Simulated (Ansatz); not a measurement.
HfB2:

```xyz
3
Lattice="3.1400 0.0000 0.0000 -1.5700 2.7193 0.0000 0.0000 0.0000 3.4800" Properties=species:S:1:pos:R:3 pbc="T T T"
Hf    0.0000    0.0000    0.0000
B     1.5700    0.9064    1.7400
B     0.0000    1.8129    1.7400
```

```yaml
Program: Ansatz 0.2.0
Task: relaxation of cell and atoms
Functional: PBE
Dispersion: D4
Potentials_or_basis: Ansatz PAW
Cutoff: "420 eV (not typed: the program's choice for these potentials)"
k_mesh: 10 × 10 × 8
Occupations: fermi-dirac, width 0.05 eV
Spin: no spin polarisation
```

At the start: volume 9.90 Å³/atom.

Problem. Where does the relaxation end?

Solution. It ends after 5 steps and the volume is 9.73 Å³/atom (-1.8 %); space group P6/mmm (No. 191, to 0.05 Å).

Step by step:
| step | energy change (eV) | largest force (eV/Å) | volume (Å³) |
| --- | --- | --- | --- |
| 1 | 0.0000 | 0.0000 | 29.71 |
| 2 | -0.0059 | 0.0000 | 28.98 |
| 3 | -0.0081 | 0.0000 | 29.16 |
| 4 | -0.0083 | 0.0000 | 29.19 |
| 5 | -0.0077 | 0.0000 | 29.19 |

Final structure:
```
Hf B
1.0
     3.12668    0.00000    0.00000
    -1.56334    2.70778    0.00000
     0.00000    0.00000    3.44801
Hf B
1 2
Cartesian
  0.0000 0.0000 0.0000
  1.5633 0.9026 1.7240
  0.0000 1.8052 1.7240
```

Caveat: the plane-wave basis is chosen anew once the cell has moved, so the energies of steps on either side of that aren't comparable.
